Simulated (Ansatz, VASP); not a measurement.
# Hf2S: VASP beside Ansatz

```
Hf S
1.0
     3.37427    0.00000    0.00000
    -1.68714    2.92221    0.00000
     0.00000    0.00000   11.71741
Hf S
4 2
Direct
  0.66667 0.33333 0.89981
  0.33333 0.66667 0.39981
  0.66667 0.33333 0.60019
  0.33333 0.66667 0.10019
  0.00000 0.00000 0.75000
  0.00000 0.00000 0.25000
```

The cell comes from a database or a generator and needn't be the stable form of this composition.

Alike in both runs: task single point; functional PBEsol; k mesh 6 × 6 × 2; occupations gaussian, width 0.1 eV; no spin polarisation.

|  | VASP | Ansatz |
| --- | --- | --- |
| version | VASP 6.6.1 | Ansatz 0.2.0 |
| potentials or method | VASP PAW PBE potentials, release 64 (Hf_pv, S) | scalar-relativistic, plane waves, PAW |
| plane-wave cutoff (eV) | 520 | 420 |
| valence electrons in the cell | 52 | 116 |

Ansatz gave:

* gap on the k mesh at the Fermi level (eV): none
* pressure (GPa): -2.9
* largest component of the traceless stress (GPa): 0.10
* rms of the force components (eV/Å): 0.114

Q: Which values does VASP return?

A: gap on the k mesh at the Fermi level (eV): none; pressure (GPa): -3.4; largest component of the traceless stress (GPa): 0.08; rms of the force components (eV/Å): 0.113.

Atom by atom the forces differ by 0.001 eV/Å (rms over components). A gap of «none» marks a metal or a gap that the smearing closes. The two sets of potentials don't hold the same shells in valence.

Caveats: the PAW data sets were made with another functional, which shifts forces and pressure a little (VASP). The runs have no spin-orbit coupling, so splittings on Hf are missing.
